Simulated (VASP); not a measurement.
# Si (Fd-3m) in VASP: notebook, part 2 of 2

VASP 6.6.1.

### 3 Relaxation of cell and atoms, PBE

INCAR reads:

```
SYSTEM = Si
PREC     = Accurate       ! precision mode
ENCUT    = 600            ! plane-wave cutoff, eV
EDIFF    = 1E-6           ! SCF threshold, eV
ISMEAR   = 0              ! smearing method
SIGMA    = 0.02           ! smearing width, eV
LREAL    = .False.        ! projectors in reciprocal space
LASPH    = .True.         ! aspherical terms in the spheres
NELM     = 80             ! most SCF steps
ALGO     = Fast           ! electronic algorithm
ISIF     = 3              ! what is computed and relaxed
LWAVE    = .False.        ! write WAVECAR
LCHARG   = .False.        ! write CHGCAR
GGA      = PE             ! functional
IBRION   = 2              ! ionic algorithm
NSW      = 100            ! ionic steps
EDIFFG   = -0.01          ! ionic threshold
```

KPOINTS reads:

```
regular mesh
0
Gamma
  8 8 8
  0 0 0
```

POSCAR reads:

```
Si
1.0
    0.0000000000      2.7335514428      2.7335514428
    2.7335514428      0.0000000000      2.7335514428
    2.7335514428      2.7335514428      0.0000000000
Si
2
Direct
    0.0000000000      0.0000000000      0.0000000000
    0.2500000000      0.2500000000      0.2500000000
```

Potentials or basis: VASP PAW PBE potentials, release 64 (Si).

The run is started by

```console
$ cat potpaw_PBE.64/Si/POTCAR > POTCAR
$ mpirun -np 1 vasp_std > vasp.out
```

OUTCAR:

```text
SYSTEM = Si
   PREC = Accurate
   ENCUT = 600
   EDIFF = 1E-6
   ISMEAR = 0
   LREAL = .False.
   LASPH = .True.
   NELM = 80
   ISIF = 3
   GGA = PE
   IBRION = 2
   NSW = 100
   EDIFFG = -0.01

 ion  position               nearest neighbor table
   1  0.000  0.000  0.000-   2 2.37   2 2.37   2 2.37   2 2.37
   2  0.250  0.250  0.250-   1 2.37   1 2.37   1 2.37   1 2.37

  LATTYP: Found a face centered cubic cell.
 ALAT       =     5.4671028856

  Lattice vectors:

 A1 = (   0.0000000000,   2.7335514428,   2.7335514428)
 A2 = (   2.7335514428,   0.0000000000,   2.7335514428)
 A3 = (   2.7335514428,   2.7335514428,   0.0000000000)

Analysis of symmetry for initial positions (statically):
=====================================================================
 Subroutine PRICEL returns:
 Original cell was already a primitive cell.

 Routine SETGRP: Setting up the symmetry group for a
 face centered cubic supercell.

 Subroutine GETGRP returns: Found 48 space group operations
 (whereof 24 operations were pure point group operations)
 out of a pool of 48 trial point group operations.

The static configuration has the point symmetry T_d .
 The point group associated with its full space group is O_h .

Analysis of symmetry for dynamics (positions and initial velocities):
=====================================================================
 Subroutine PRICEL returns:
 Original cell was already a primitive cell.

 Routine SETGRP: Setting up the symmetry group for a
 face centered cubic supercell.

 Subroutine GETGRP returns: Found 48 space group operations
 (whereof 24 operations were pure point group operations)
 out of a pool of 48 trial point group operations.

The dynamic configuration has the point symmetry T_d .
[... 173 lines left out ...]
 -----------------------------------------------------------------------------------
      0.00000      0.00000      0.00000        -0.000000     -0.000000     -0.000000
      1.36678      1.36678      1.36678         0.000000      0.000000      0.000000
 -----------------------------------------------------------------------------------
    total drift:                               -0.000000      0.000000      0.000000

  FREE ENERGIE OF THE ION-ELECTRON SYSTEM (eV)
  ---------------------------------------------------
  free  energy   TOTEN  =       -10.8462027530 eV

  energy  without entropy=      -10.8462027530  energy(sigma->0) =      -10.84620275

--------------------------------------- Ionic step        2  -------------------------------------------

 number of electron       8.0000000 magnetization

 Free energy of the ion-electron system (eV)
  ---------------------------------------------------
  ext. energy  EPLUGINS =         0.00000000
  ---------------------------------------------------
  free energy    TOTEN  =       -10.84620752 eV

  energy without entropy =      -10.84620752  energy(sigma->0) =      -10.84620752

 E-fermi :   5.7174     XC(G=0):  -9.3238

 val. band max:        5.6109206140   @ k =   0.0000   0.0000   0.0000
 cond. band min:       6.2619944807   @ k =   0.3750   0.3750   0.0000
 fundamental gap:      0.6510738668
 Fermi energy:         5.7174344784

 k-point     1 :       0.0000    0.0000    0.0000
  band No.  band energies     occupation
      1      -6.1995      2.00000
      2       5.6109      2.00000
      3       5.6109      2.00000
      4       5.6109      2.00000
      5       8.1670      0.00000
      6       8.1670      0.00000
      7       8.1670      0.00000
      8       8.7374      0.00000
[... 243 lines left out ...]
 k-point    24 :      -0.3750    0.2500    0.1250
  band No.  band energies     occupation
      1      -3.3927      2.00000
      2      -1.0941      2.00000
      3       2.2252      2.00000
      4       3.5016      2.00000
      5       8.6332      0.00000
      6       8.7574      0.00000
      7      11.4557      0.00000
      8      12.6756      0.00000

 [... further k-points ...]
[... 5 lines left out ...]
  --------------------------------------------------------------------------------------
  -------------------------------------------------------------------------------------
  Total       -0.0133316     -0.0133316     -0.0133316      0.0000000      0.0000000      0.0000000
  in kB       -0.5220399     -0.5220399     -0.5220399      0.0000000      0.0000000      0.0000000
  external PRESSURE =      -0.5220399 kB  Pullay stress =       0.0000000 kB

 VOLUME and BASIS-vectors are now :
 -----------------------------------------------------------------------------
  energy-cutoff  :      600.00
  volume of cell :       40.92
      direct lattice vectors                 reciprocal lattice vectors
    -0.000000000  2.734971266  2.734971266    -0.182817277  0.182817277  0.182817277
     2.734971266 -0.000000000  2.734971266     0.182817277 -0.182817277  0.182817277
     2.734971266  2.734971266 -0.000000000     0.182817277  0.182817277 -0.182817277

 POSITION                                       TOTAL-FORCE (eV/Angst)
 -----------------------------------------------------------------------------------
      5.46994      5.46994      5.46994         0.000000      0.000000      0.000000
      1.36749      1.36749      1.36749        -0.000000     -0.000000     -0.000000
 -----------------------------------------------------------------------------------
    total drift:                               -0.000000      0.000000      0.000000

  FREE ENERGIE OF THE ION-ELECTRON SYSTEM (eV)
  ---------------------------------------------------
  free  energy   TOTEN  =       -10.8462075236 eV

  energy  without entropy=      -10.8462075236  energy(sigma->0) =      -10.84620752

 reached required accuracy - stopping structural energy minimisation
```

OSZICAR:

```text
N       E                     dE             d eps       ncg     rms          rms(c)
DAV:   1     0.106481145015E+02    0.10648E+02   -0.35757E+03   464   0.870E+02
DAV:   2    -0.107095001049E+02   -0.21358E+02   -0.20595E+02   712   0.891E+01
DAV:   3    -0.110139094997E+02   -0.30441E+00   -0.30441E+00   552   0.131E+01
DAV:   4    -0.110155596817E+02   -0.16502E-02   -0.16502E-02   760   0.117E+00
[... 11 lines left out ...]
       N       E                     dE             d eps       ncg     rms          rms(c)
DAV:   1    -0.108462225542E+02   -0.20067E-04   -0.53075E-04   672   0.132E-01    0.302E-02
RMM:   2    -0.108462132209E+02    0.93333E-05   -0.47693E-06   464   0.181E-02    0.178E-02
RMM:   3    -0.108462076265E+02    0.55944E-05   -0.66218E-06   464   0.169E-02    0.217E-03
RMM:   4    -0.108462075236E+02    0.10295E-06   -0.59962E-07   270   0.706E-03
   2 F= -.10846208E+02 E0= -.10846208E+02  d E =-.477057E-05
```

It took 9 s on 1 thread of Intel Xeon 6975P-C (Granite Rapids), shared host; peak memory 0.16 GiB.

What came out:

```
Free energy                            : -10.8462 eV
Relaxed volume                         : 20.46 Å³/atom
Relaxed cell                           : a = 3.868 Å, b = 3.868 Å, c = 3.868 Å, α = 60.00°, β = 60.00°, γ = 60.00°
Space group after relaxing (to 0.05 Å) : Fd-3m (No. 227)
Energy gained by relaxing              : 0.0 meV/atom
Ionic steps                            : 2
Pressure after relaxing                : -0.1 GPa
Band gap on the k mesh                 : 0.65 eV, indirect (least direct gap 2.56 eV)
```

Final structure:
```cif
data_structure
_symmetry_space_group_name_H-M 'P 1'
_symmetry_Int_Tables_number 1
_cell_length_a 3.8678
_cell_length_b 3.8678
_cell_length_c 3.8678
_cell_angle_alpha 60.000
_cell_angle_beta 60.000
_cell_angle_gamma 60.000
_cell_volume 40.92
loop_
_atom_site_label
_atom_site_type_symbol
_atom_site_fract_x
_atom_site_fract_y
_atom_site_fract_z
_atom_site_occupancy
Si1 Si 0.00000 0.00000 0.00000 1
Si2 Si 0.25000 0.25000 0.25000 1
```

### 4 Relaxation of cell and atoms, PBE

This run uses another cell than the first one: it holds 8 atoms, not 2.

INCAR reads:

```
  ALGO = Fast
  EDIFF = 1E-6
  EDIFFG = -0.04
  ENCUT = 600
  GGA = PE
  IBRION = 2
  ISIF = 3
  ISMEAR = 0
  LASPH = True
  LCHARG = False
  LREAL = False
  LWAVE = False
  NELM = 80
  NSW = 90
  PREC = Accurate
  SIGMA = 0.1
```

KPOINTS reads:

```
k-points
0
Gamma
  4 4 6
```

POSCAR reads:

```
Si
1.0
    7.1039170600      0.0000000000      0.0000000000
    0.0000000000      5.3181376500      0.0000000000
    0.0000000000      0.0000000000      3.4619663000
Si
8
Direct
    0.0000000000      0.1697209300      0.1690973500
    0.5000000000      0.8302790700      0.6690973500
    0.5000000000      0.1697209300      0.3309026500
    0.0000000000      0.8302790700      0.8309026500
    0.2500000000      0.3832403400      0.2500000000
    0.2500000000      0.6167596600      0.7500000000
    0.7500000000      0.6167596600      0.7500000000
    0.7500000000      0.3832403400      0.2500000000
```

The run is started by

```console
$ cat potpaw_PBE.64/Si/POTCAR > POTCAR
$ mpirun -np 1 vasp_std > vasp.out
```

Run time: 18 min. Hardware: 1 thread of Intel Xeon 6975P-C (Granite Rapids), shared host; peak memory 0.3 GiB.

It converged, with:

| Quantity | Value |
| --- | --- |
| Free energy | -43.3778 eV |
| Relaxed volume | 20.46 Å³/atom |
| Relaxed cell | a = 7.743 Å, b = 5.465 Å, c = 3.868 Å, α = 90.00°, β = 90.00°, γ = 90.00° |
| Space group after relaxing (to 0.05 Å) | Fd-3m (No. 227) |
| Energy gained by relaxing | 766.0 meV/atom |
| Ionic steps | 22 |
| Pressure after relaxing | -0.1 GPa |
| Largest force after relaxing | 0.039 eV/Å |
| Band gap on the k mesh | 0.63 eV, indirect (least direct gap 0.73 eV) |

Forces on the atoms (eV/Å):
```
Si   0.000 -0.033  0.021
Si   0.000  0.033  0.021
Si   0.000 -0.033 -0.021
Si   0.000  0.033 -0.021
Si   0.000  0.023  0.000
Si   0.000 -0.023  0.000
Si   0.000 -0.023  0.000
Si   0.000  0.023  0.000
```

Stress tensor (GPa, compression positive):
```
-0.13  0.00  0.00
 0.00 -0.09  0.00
 0.00  0.00 -0.02
```

Step by step:
| step | energy change (eV) | largest force (eV/Å) | pressure (GPa) | volume (Å³) |
| --- | --- | --- | --- | --- |
| 1 | 0.0000 | 2.5295 | 36.57 | 130.79 |
| 2 | -1.7573 | 1.1985 | -11.03 | 214.46 |
| 3 | -3.9101 | 1.4889 | -1.20 | 169.65 |
| 4 | -3.9139 | 1.4947 | -0.65 | 168.46 |
| 5 | -3.9138 | 1.4987 | -0.28 | 167.65 |
| 6 | -4.3691 | 1.7713 | -1.57 | 169.31 |
| 7 | -4.6477 | 2.5262 | -2.33 | 171.32 |
| 8 | -4.8263 | 2.4973 | -2.42 | 171.17 |
| 9 | -5.2708 | 2.2576 | -2.58 | 170.69 |
| 10 | -5.3458 | 1.7717 | -1.67 | 169.61 |
| 11 | -5.4828 | 1.8733 | -2.43 | 170.20 |
| 12 | -5.4926 | 1.7819 | -2.32 | 170.07 |
| 13 | -5.7524 | 1.4271 | -2.07 | 168.58 |
| 14 | -6.0252 | 0.8074 | -0.26 | 164.31 |
| 15 | -6.0328 | 0.7873 | -0.65 | 164.95 |
| 16 | -6.0772 | 0.5559 | -0.30 | 164.20 |
| 17 | -6.1214 | 0.0490 | 0.57 | 162.54 |
| 18 | -6.1216 | 0.0542 | 0.65 | 162.40 |
| 19 | -6.1261 | 0.0692 | 0.22 | 163.16 |
| 20 | -6.1271 | 0.0813 | -0.12 | 163.79 |
| 21 | -6.1271 | 0.0808 | -0.09 | 163.73 |
| 22 | -6.1278 | 0.0390 | -0.08 | 163.71 |

Final structure:
```
Si
1.0
     7.74336    0.00000    0.00000
     0.00000    5.46527    0.00000
     0.00000    0.00000    3.86844
Si
8
Cartesian
  0.0000 0.6847 0.9661
  3.8717 4.7806 2.9004
  3.8717 0.6847 0.9681
  0.0000 4.7806 2.9023
  1.9358 2.0485 0.9671
  1.9358 3.4168 2.9013
  5.8075 3.4168 2.9013
  5.8075 2.0485 0.9671
```

Levels at points of the mesh, in eV from the valence-band top:
| k point | band 14 | band 15 | band 16 | band 17 | band 18 | band 19 |
| --- | --- | --- | --- | --- | --- | --- |
| (0.00, 0.00, 0.00) | -0.03 | 0.00 | 0.00 | 0.73 | 0.75 | 2.43 |
| (0.50, 0.00, 0.00) | -1.59 | -0.29 | -0.29 | 1.23 | 1.23 | 2.96 |
| (0.00, 0.50, 0.00) | -1.18 | -1.18 | -1.18 | 1.13 | 1.14 | 1.46 |
| (0.50, 0.50, 0.00) | -1.56 | -1.56 | -1.56 | 2.22 | 2.22 | 2.22 |
| (0.00, 0.00, 0.50) | -2.80 | -1.33 | -1.33 | 0.75 | 0.75 | 0.75 |
| (0.50, 0.00, 0.50) | -2.71 | -2.71 | -2.71 | 1.95 | 1.95 | 1.95 |
| (0.00, 0.50, 0.50) | -1.20 | -1.18 | -1.18 | 1.45 | 1.45 | 3.33 |
| (0.50, 0.50, 0.50) | -2.12 | -2.11 | -2.11 | 3.02 | 3.02 | 3.02 |

Caveat: the volume moved by over 15 % at a fixed basis, so the end points are rough.

### 5 Summary

| task | cell | k mesh | cutoff (eV) | smearing | gap on the mesh (eV) | pressure (GPa) | relaxed volume (Å³/atom) |
| --- | --- | --- | --- | --- | --- | --- | --- |
| single point | Fd-3m, 20.45 Å³/atom | 8 × 8 × 8 | 520 | gaussian 0.02 eV | 0.65 | 0.0 | - |
| relaxation of cell and atoms | relaxed | 8 × 8 × 8 | 600 | gaussian 0.02 eV | 0.65 | -0.1 | 20.46 |
| relaxation of cell and atoms | relaxed | 4 × 4 × 6 | 600 | gaussian 0.1 eV | 0.63 | -0.1 | 20.46 |

Alike in all rows: level PBE; potentials or basis VASP PAW PBE potentials, release 64 (Si); no spin polarisation.

Caveats: the volume moved by over 15 % at a fixed basis, so the end points are rough (some runs).

Total energies depend on the potentials used, so only differences within one code and one set of settings carry meaning.
